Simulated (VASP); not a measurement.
Wanted: the native input for a VASP 6.6.1 run.

```yaml
Task: single point
Functional: PBE
Potentials_or_basis: VASP PAW PBE potentials, release 64 (Cs_sv, Br)
Cutoff: 520 eV
k_mesh: 6 × 6 × 6
Occupations: gaussian, width 0.02 eV
Spin: no spin polarisation
Dipole_correction: no
Further_INCAR_settings: ALGO = Normal; EDIFF = 1e-06; NBANDS = 15
```

The structure of CsBr lies in POSCAR:

```
CsBr
1.0
    4.3893097666      0.0000000000      0.0000000000
    0.0000000000      4.3893097666      0.0000000000
    0.0000000000      0.0000000000      4.3893097666
Cs Br
1 1
Direct
    0.0000000000      0.0000000000      0.0000000000
    0.5000000000      0.5000000000      0.5000000000
```

One way to write it, as run:

INCAR

```
PREC = Accurate
ENCUT = 520
EDIFF = 1E-6
ISMEAR = 0
SIGMA = 0.02
LREAL = F
LASPH = T
NELM = 100
ALGO = Normal
ISIF = 2
LWAVE = F
LCHARG = T
GGA = PE
LELF = T
LVHAR = T
NBANDS = 15
```

KPOINTS

```
regular mesh
0
Gamma
  6 6 6
```

Potentials or basis: VASP PAW PBE potentials, release 64 (Cs_sv, Br).

The run is started by

```console
$ cat potpaw_PBE.64/Cs_sv/POTCAR potpaw_PBE.64/Br/POTCAR > POTCAR
$ mpirun -np 1 vasp_std > vasp.out
```

It gave:

```json
{"Pressure": "0.0 GPa", "Band gap on the k mesh": "4.24 eV, indirect (least direct gap 4.27 eV)"}
```

Caveat: spin-orbit coupling is left out, which moves the levels of the heavy elements.

It took 16 s on 1 thread of Intel(R) Xeon(R) Platinum 8488C (Sapphire Rapids), on a shared host, peak memory 0.21 GiB.
